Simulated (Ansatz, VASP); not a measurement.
**AlRu: VASP beside Ansatz**

```
Al Ru
1.0
     3.10106    0.00000    0.00000
     0.00000    3.10106    0.00000
     0.00000    0.00000    3.10106
Al Ru
1 1
Direct
  0.00000 0.00000 0.00000
  0.50000 0.50000 0.50000
```

Alike in both runs: task single point; functional PBE; k mesh 14 × 14 × 14; occupations gaussian, width 0.1 eV; no spin polarisation.

```csv
,VASP,Ansatz
version,VASP 6.6.1,Ansatz 0.2.0
potentials or method,"VASP PAW PBE potentials, release 64 (Al, Ru_pv)","scalar-relativistic, plane waves, PAW"
plane-wave cutoff (eV),520,420
valence electrons in the cell,17,19
```

```csv
,VASP,Ansatz,Ansatz less VASP
gap on the k mesh at the Fermi level (eV),none,none,-
pressure (GPa),-15.7,-15.7,+0.06
```

A gap of «none» marks a metal or a gap that the smearing closes. The functional is the same, so the differences come from potentials, cutoffs and numerics. The two sets of potentials don't hold the same shells in valence.

Caveats: so large a pressure means that the cell lies far from this level's equilibrium, or that cutoff or potentials fall short (VASP).
